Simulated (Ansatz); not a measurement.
SnTe, before and after

A trial structure of SnTe was built thus: 6-connected net, two elements spread over the vertices (C222_1, No. 20). Lengths were set from tabulated atomic sizes, so they are only a guess.

start.xyz

```xyz
4
Lattice="3.3784 -3.3784 0.0000 3.3784 3.3784 0.0000 0.0000 0.0000 4.7778" Properties=species:S:1:pos:R:3 pbc="T T T"
Sn    2.5338    0.0000    2.3889
Sn    4.2230    0.0000    0.0000
Te    3.3784    2.5338    3.5834
Te    3.3784   -2.5338    1.1945
```

Level of theory: DFT PBE, scalar-relativistic, plane waves, PAW (Ansatz 0.2.0). Cutoff 420 eV, Gaussian smearing, Γ-centred meshes. Cell and atoms relax first on a coarse mesh and then on a finer one. In between, the cell is made exact in the group found at 0.06 Å. In metals the finer mesh still leaves noise of several meV/atom or more. The steps can't lower the symmetry of their start. No spin polarisation.

end.xyz

```xyz
4
Lattice="4.4440 0.0000 0.0000 -2.2220 3.8486 0.0000 0.0000 0.0000 7.8578" Properties=species:S:1:pos:R:3 pbc="T T T"
Sn    0.0000    0.0000    0.0000
Sn    0.0000    0.0000    3.9289
Te    0.0000    2.5658    1.9644
Te    2.2220    1.2829    5.8933
```

The symmetry goes from C222_1 (No. 20) to P6_3/mmc (No. 194). The end has the nickel arsenide type. The volume per atom grows by 23.2 %, from 27.3 to 33.6 Å³. The shortest distance goes from 2.93 Å (Sn–Te, Sn–Sn and Te–Te) to 3.23 Å (Sn–Te). The energy falls by about 0.66 eV/atom (the start's value is from the coarse mesh). The end is written in a standard setting, so origin, axes and order of atoms can differ from the start's.

```yaml
Volume_per_atom: 33.60 Å³
Density: 6.09 g/cm³
Formation_energy: −0.24 eV/atom
Gap_on_the_12×12×6_mesh_of_the_4-atom_cell: 0 eV (a metal)
```

Formation energies are uncorrected and refer to the elements' standard structures at the same level. The references include grey tin. Whether it is stable depends on the other phases of the system, which aren't compared here.

The last run used Gaussian smearing of 0.10 eV. These runs have no spin–orbit coupling, which can matter for Te. The zero gap may come from the functional, which often closes small gaps. The reference form of Te is held partly by dispersion forces, which this level lacks. A structure relaxed within its symmetry needn't be a true minimum. In all, the 3 runs took 4.6 min on 1 thread of Arm Neoverse V2 (shared host).
